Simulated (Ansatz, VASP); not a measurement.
# Al: VASP beside Ansatz

File INCAR:

```
SYSTEM = Al
PREC     = Accurate       ! precision mode
ENCUT    = 520            ! plane-wave cutoff, eV
EDIFF    = 1E-6           ! SCF threshold, eV
ISMEAR   = 0              ! smearing method
SIGMA    = 0.15           ! smearing width, eV
LREAL    = .False.        ! projectors in reciprocal space
LASPH    = .True.         ! aspherical terms in the spheres
NELM     = 80             ! most SCF steps
ALGO     = Fast           ! electronic algorithm
ISIF     = 2              ! what is computed and relaxed
LWAVE    = .False.        ! write WAVECAR
LCHARG   = .False.        ! write CHGCAR
GGA      = PE             ! functional
NBANDS   = 8              ! bands
```

The input KPOINTS:

```
regular mesh
0
Gamma
  22 22 22
  0 0 0
```

POSCAR

```
Al
1.0
   -1.6029892036      1.6029892036      1.6029892036
    1.6029892036     -1.6029892036      1.6029892036
    1.6029892036      1.6029892036     -1.6029892036
Al
1
Direct
    0.0000000000      0.0000000000      0.0000000000
```

Input for Ansatz:

```yaml
crystal:
  lattice:
    - [-1.6029892036, 1.6029892036, 1.6029892036]
    - [1.6029892036, -1.6029892036, 1.6029892036]
    - [1.6029892036, 1.6029892036, -1.6029892036]
  atoms:
    - { symbol: Al, position: [0.0, 0.0, 0.0] }
basis:
  ecutwfc: 420
kpoints:
  mp_grid: { grid: [22, 22, 22] }
hamiltonian:
  xc: pbe
scf:
  occupations: { method: gaussian, width: 0.15 }
output:
  forces: true
  stress: true
  eigenvalues: true
  write_density: true
  write_potential: true
  elf: true
  volumetric_format: npy
```

Alike in both runs: task single point; functional PBE; k mesh 22 × 22 × 22; occupations gaussian, width 0.15 eV; no spin polarisation.

|  | VASP | Ansatz |
| --- | --- | --- |
| version | VASP 6.6.1 | Ansatz 0.2.0 |
| potentials or method | VASP PAW PBE potentials, release 64 (Al) | scalar-relativistic, plane waves, PAW |
| plane-wave cutoff (eV) | 520 | 420 |
| valence electrons in the cell | 3 | 3 |

Ansatz gave:

* gap on the k mesh at the Fermi level (eV): none
* pressure (GPa): 2.0

Which values does VASP return?

gap on the k mesh at the Fermi level (eV): none; pressure (GPa): 1.9.

A gap of «none» marks a metal or a gap that the smearing closes. The functional is the same, so the differences come from potentials, cutoffs and numerics.
